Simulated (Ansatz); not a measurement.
**Li2O: what symmetry allows forces and stress to be**

```
Li O
1.0
    -0.03263    2.41225    2.37761
     2.41225   -0.03263    2.37761
     2.42017    2.42017   -0.04055
Li O
2 1
Direct
  0.24354 0.24354 0.27624
  0.77255 0.77255 0.70014
  0.98390 0.98390 0.02362
```

The calculation used DFT PBEsol, scalar-relativistic, plane waves, PAW in Ansatz.

Plane waves to 420 eV, a k mesh through Γ of 8×8×8 on the computed 3-atom cell and Gaussian smearing (0.02 eV); no spin polarisation.

This distorted cell has space group Cm, with 2 operations.

Task: Without a calculation: in which directions can each atom feel a force?

Result: A force must be left unchanged by every operation that keeps its atom in place, so it lies in the space that those operations leave fixed. Atoms that the group maps onto each other feel forces of one size.
```tsv
atom	site symmetry	operations at the site	equivalent to atom	allowed force (Cartesian)
Li1	m	2	1	in the plane normal to (0.71, -0.71, 0.00)
Li2	m	2	2	in the plane normal to (0.71, -0.71, 0.00)
O3	m	2	3	in the plane normal to (0.71, -0.71, 0.00)
```

That leaves 6 independent force components of 9, tied by 2 conditions that the forces sum to zero, so 4 remain. A relaxation in this cell that keeps the symmetry moves the atoms in these directions alone.

Task: And the stress tensor?

Result: It must be invariant under the point group, which leaves 4 independent components: xx = yy, yz = xz.

Task: Do the computed values obey this?

Result: Yes. Forces (eV/Å):
```
Li1 -0.266 -0.266  0.226
Li2  0.431  0.431 -0.574
O3  -0.166 -0.166  0.348
```

Stress (GPa, compression positive, xx yy zz yz xz xy): -9.78 -9.78 -7.36 1.34 1.34 -0.90. The program imposes the same operations on density, forces and stress, so this confirms the analysis and is no independent test of the calculation.